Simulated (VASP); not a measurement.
Write the native input for VASP 6.6.1 that does the following.

| Quantity | Value |
| --- | --- |
| Task | single point |
| Functional | PBEsol |
| Potentials or basis | VASP PAW PBE potentials, release 64 (Ga_d, As) |
| Cutoff | 520 eV |
| k mesh | 7 × 5 × 1 |
| Occupations | gaussian, width 0.03 eV |
| Spin | no spin polarisation |
| Dipole correction | yes |
| Further INCAR settings | ALGO = Fast; EDIFF = 1e-07 |

The structure of GaAs lies in POSCAR:

```
GaAs
1.0
    4.0042028700      0.0000000000      0.0000000000
    0.0000000000      5.6627980000      0.0000000000
    0.0000000000      0.0000000000     27.0126086000
Ga As
7 7
Direct
    0.5000000000      0.5000000000      0.2776481200
    0.0000000000      0.0000000000      0.3517654100
    0.5000000000      0.5000000000      0.4258827100
    0.0000000000      0.0000000000      0.5000000000
    0.5000000000      0.5000000000      0.5741172900
    0.0000000000      0.0000000000      0.6482345900
    0.5000000000      0.5000000000      0.7223518800
    0.0000000000      0.7500000000      0.2776481200
    0.5000000000      0.2500000000      0.3517654100
    0.0000000000      0.7500000000      0.4258827100
    0.5000000000      0.2500000000      0.5000000000
    0.0000000000      0.7500000000      0.5741172900
    0.5000000000      0.2500000000      0.6482345900
    0.0000000000      0.7500000000      0.7223518800
```

These files were run (other wordings do the same):

INCAR

```
ALGO     = Fast           # electronic algorithm
DIPOL    = 0.5 0.5 0.500
EDIFF    = 1E-7           # SCF threshold, eV
ENCUT    = 520            # plane-wave cutoff, eV
GGA      = PS             # functional
ICORELEVEL= 1            
IDIPOL   = 3            
ISIF     = 2              # what is computed and relaxed
ISMEAR   = 0              # smearing method
KPAR     = 4            
LASPH    = True           # aspherical terms in the spheres
LCHARG   = False          # write CHGCAR
LDIPOL   = True         
LREAL    = False          # projectors in reciprocal space
LVACPOTAV= True         
LVHAR    = True         
LWAVE    = False          # write WAVECAR
NELM     = 80             # most SCF steps
PREC     = Accurate       # precision mode
SIGMA    = 0.03           # smearing width, eV
```

KPOINTS

```
k-points
0
Gamma
  7 5 1
```

Potentials or basis: VASP PAW PBE potentials, release 64 (Ga_d, As).

Command:

```console
$ cat potpaw_PBE.64/Ga_d/POTCAR potpaw_PBE.64/As/POTCAR > POTCAR
$ mpirun -np 4 vasp_std > vasp.out
```

It gave:

- Largest force: 1.653 eV/Å
- Band gap on the k mesh: 0.27 eV, indirect (least direct gap 0.32 eV)
- Ionisation potential of the upper face: 4.82 eV

Caveat: the PAW data sets were made with another functional, which shifts forces and pressure a little.

It took 4.9 min on 4 MPI ranks on Intel(R) Xeon(R) 6975P-C (Granite Rapids) (shared host), peak memory 0.79 GiB a rank.
